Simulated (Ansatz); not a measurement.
# TiSi2: the cost of one run

Program: Ansatz 0.2.0. Level of theory: DFT PBEsol, scalar-relativistic, plane waves, PAW. These are calculated values, not measurements.

1 further run of the same task is left out (set aside as unsound or not needed). Runs told in other sessions of the task aren't counted.

## (1) The starting structure

The structure is orthorhombic, space group Fddd (No. 70). The conventional cell has a = 4.762 Å, b = 8.182 Å, c = 8.496 Å, α = 90.00°, β = 90.00°, γ = 90.00°. Around Ti (site symmetry 222) lie 10 Si at 2.53 to 2.75 Å. Around Si (site symmetry 2) lie 5 Si at 2.52 to 2.77 Å and 5 Ti at 2.53 to 2.75 Å.

Coordinates:

```xyz
6
Lattice="0.0000 4.0911 4.2480 2.3809 0.0000 4.2480 2.3809 4.0911 0.0000" Properties=species:S:1:pos:R:3 pbc="T T T"
Ti    3.5713    6.1366    6.3721
Ti    2.3809    4.0911    4.2480
Si    1.1904    0.7050    2.1240
Si    1.1904    3.3860    2.1240
Si    2.3809    1.3405    4.2480
Si    2.3809    6.8416    4.2480
```

It is the result of an earlier relaxation at this level (volume 13.79 Å³/atom; gap on the mesh: none (metal)).

## (2) The reference cell

The reference gives a free energy of -7437.8024 eV, pressure -0.01 GPa, largest force 0.005 eV/Å and gap on the mesh none (metal). It was computed beforehand with the settings of the runs below.

## (3) The scan: a strain scan

The cell is strained by ε times the Voigt pattern (1, 1, 0, 0, 0, 0) (xx, yy, zz, yz, xz, xy; engineering shear), with fractional coordinates fixed (clamped ions). The stress on the pattern is the sum of the stress components weighted by it, tension positive.

## (4) Point ε = -0.0200

input.yaml

```yaml
crystal:
  lattice:
    - [0.0, 4.0092400692, 4.2480470649]
    - [2.3332604802, 0.0, 4.2480470649]
    - [2.3332604802, 4.0092400692, 0.0]
  atoms:
    - { symbol: Ti, position: [0.75, 0.75, 0.75] }
    - { symbol: Ti, position: [0.5, 0.5, 0.5] }
    - { symbol: Si, position: [0.0861670623, 0.4138329377, 0.0861670623] }
    - { symbol: Si, position: [0.4138329377, 0.0861670623, 0.4138329377] }
    - { symbol: Si, position: [0.1638329377, 0.8361670623, 0.1638329377] }
    - { symbol: Si, position: [0.8361670623, 0.1638329377, 0.8361670623] }
basis:
  ecutwfc: 420
kpoints:
  mp_grid: { grid: [14, 14, 14] }
hamiltonian:
  xc: pbesol
scf:
  occupations: { method: gaussian, width: 0.15 }
output:
  forces: true
  stress: true
  eigenvalues: true
  write_density: true
  write_potential: true
  elf: true
  volumetric_format: npy
```

Started as:

```
$ ansatz run input.yaml --threads 1 --pin off --max-ram 2560MiB --backend cpu --events-out ev --progress --plain --runs-dir out
```

Q: Estimate wall time and peak memory on 1 thread of Arm Neoverse V2, shared host.

About 66 s, with a peak of 0.84 GiB.
